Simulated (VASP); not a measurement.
# MnSb: single point with PBE

The system is MnSb.

```
Sb Mn
1.0
     4.15000    0.00000    0.00000
    -2.07500    3.59401    0.00000
     0.00000    0.00000    5.78000
Sb Mn
2 2
Direct
  0.66667 0.33333 0.75000
  0.33333 0.66667 0.25000
  0.00000 0.00000 0.50000
  0.00000 0.00000 0.00000
```

| Quantity | Value |
| --- | --- |
| Program | VASP 6.6.1 |
| Task | single point |
| Functional | PBE |
| Potentials or basis | VASP PAW PBE potentials, release 64 (Sb, Mn_pv) |
| Cutoff | 520 eV |
| k mesh | 7 × 7 × 5 |
| Occupations | fermi-dirac, width 0.05 eV |
| Spin | collinear spin, ferromagnetic start |
| Starting moments | [0.0, 0.0, 4.0, 4.0] μB |

```yaml
Pressure: -3.2 GPa
Band_gap_on_the_k_mesh: none (metal or under the smearing width)
Net_moment: 6.71 μB per cell
Site_moments: Sb -0.13; Mn +3.40 μB
Valence_electrons_inside_the_program's_atomic_spheres: Sb 2.44; Mn 11.51
```

Stress tensor (GPa, compression positive):
```
-2.86  0.00  0.00
 0.00 -2.86  0.00
 0.00  0.00 -3.92
```

Levels at points of the mesh, in eV from the Fermi level:
Spin up:
| k point | band 17 | band 18 | band 19 | band 20 | band 21 | band 22 | band 23 | band 24 | band 25 | band 26 |
| --- | --- | --- | --- | --- | --- | --- | --- | --- | --- | --- |
| (0.00, 0.00, 0.00) | -1.88 | -1.88 | -0.53 | 0.49 | 0.49 | 2.25 | 2.25 | 2.62 | 3.01 | 4.29 |
Spin down:
```tsv
k point	band 13	band 14	band 15	band 16	band 17	band 18
(0.00, 0.00, 0.00)	0.01	0.01	0.30	0.30	0.55	0.55
```

Run time: 3.6 min on 1 thread of Intel(R) Xeon(R) Platinum 8375C CPU @ 2.90GHz (Ice Lake), with other jobs on the host, peak memory 0.3 GiB.

Caveat: only a ferromagnetic start was run, and an antiferromagnetic order may lie lower in energy. Spin-orbit coupling is left out, which matters for the levels of Sb.
